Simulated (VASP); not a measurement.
A run of VASP 6.6.1:

INCAR

```
PREC = Accurate
ENCUT = 600
EDIFF = 1E-6
ISMEAR = -1
SIGMA = 0.05
LREAL = False
LASPH = True
NELM = 100
ALGO = Normal
ISIF = 2
LWAVE = False
LCHARG = False
LMAXMIX = 4
GGA = PE
NBANDS = 27
```

File KPOINTS:

```
Automatic mesh
0
Gamma
  5 5 5
```

The input POSCAR:

```
TiSi2
1.0
    0.0000000000      4.1175163063      4.2628978354
    2.3895119538      0.0000000000      4.2628978354
    2.3895119538      4.1175163063      0.0000000000
Ti Si
2 4
Direct
    0.7500000000      0.7500000000      0.7500000000
    0.5000000000      0.5000000000      0.5000000000
    0.4125656100      0.0874343900      0.4125656100
    0.0874343900      0.4125656100      0.0874343900
    0.1625656100      0.8374343900      0.1625656100
    0.8374343900      0.1625656100      0.8374343900
```

The input KPOINTS_OPT:

```
path GYTZGXA1Y,TX1,XAZ,LG
20
line-mode
reciprocal
 0.0000000000  0.0000000000  0.0000000000  G
 0.5000000000  0.0000000000  0.5000000000  Y

 0.5000000000  0.0000000000  0.5000000000  Y
 1.0000000000  0.5000000000  0.5000000000  T

 1.0000000000  0.5000000000  0.5000000000  T
 0.5000000000  0.5000000000  0.0000000000  Z

 0.5000000000  0.5000000000  0.0000000000  Z
 0.0000000000  0.0000000000  0.0000000000  G

 0.0000000000  0.0000000000  0.0000000000  G
 0.0000000000  0.4127457158  0.4127457158  X

 0.0000000000  0.4127457158  0.4127457158  X
 0.5000000000  0.2443551471  0.7443551471  A1

 0.5000000000  0.2443551471  0.7443551471  A1
 0.5000000000  0.0000000000  0.5000000000  Y

 1.0000000000  0.5000000000  0.5000000000  T
 1.0000000000  0.5872542842  0.5872542842  X1

 0.0000000000  0.4127457158  0.4127457158  X
 0.5000000000  0.7556448529  0.2556448529  A

 0.5000000000  0.7556448529  0.2556448529  A
 0.5000000000  0.5000000000  0.0000000000  Z

 0.5000000000  0.5000000000  0.5000000000  L
 0.0000000000  0.0000000000  0.0000000000  G
```

Potentials or basis: VASP PAW PBE potentials, release 64 (Ti_pv, Si).

Run with:

```sh
$ cat potpaw_PBE.64/Ti_pv/POTCAR potpaw_PBE.64/Si/POTCAR > POTCAR
$ mpirun -np 1 vasp_std > vasp.out
```

Hardware: 1 thread of AMD EPYC 7R13 Processor (Zen 3), with other jobs on the host.

Task: How long does it take, and how much memory?

Result: Run time: 11 min on 1 thread of AMD EPYC 7R13 Processor (Zen 3), with other jobs on the host, peak memory 0.27 GiB. Counts: scf iterations 97, k points 27.
